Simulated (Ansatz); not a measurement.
The system is EuS.

```
Eu S
1.0
     2.97850    2.97850    5.95700
     2.97850   -2.97850    0.00000
     2.97850    2.97850    0.00000
Eu S
2 2
Direct
  0.50000 0.00000 0.50000
  0.00000 0.50000 0.50000
  0.00000 0.00000 0.00000
  0.50000 0.50000 0.00000
```

The cell was built by a generator and isn't the measured one.

The cell isn't the ideal one: another cell of the same crystal, with 4 atoms.

Base run:

| Item | Value |
| --- | --- |
| Program | Ansatz 0.2.0 |
| Functional | LDA |
| Potentials or basis | Ansatz PAW |
| Cutoff | 420 eV (not typed: the program's choice for these potentials) |
| k mesh | 6 × 6 × 6 |
| Occupations | gaussian, width 0.05 eV |
| Spin | collinear spin, antiferromagnetic start |
| Starting moments | [7.0, -7.0, 0.0, 0.0] μB |
| Hubbard terms | Eu f U = 5 eV |

Its results: band gap on the k mesh 0.75 eV; pressure -4.3 GPa; net moment 0.00 μB per cell; site moments Eu +6.84, -6.84; S +0.02, -0.02 μB.

Problem. The run is repeated on the same cell with these changes: functional from LDA to r2SCAN; cutoff from 420 eV (not typed: the program's choice for these potentials) to 500 eV (not typed: the program's choice for these potentials); hubbard terms from Eu f U = 5 eV to Eu f U = 4 eV. What comes out?

Solution. Band gap on the k mesh 0.92 eV; pressure 0.2 GPa; net moment 0.00 μB per cell; site moments Eu +6.88, -6.88; S +0.03, -0.03 μB.

Several settings changed at once, so the effect can't be laid on one alone.

Caveats: the magnetic or orbital state may not be the lowest; spin-orbit coupling is left out, which moves the levels of the heavy elements; the PAW data sets come from PBE, with cores solved anew for the run's functional, which leaves a small shift of forces and pressure.

A k mesh can miss the band edges.
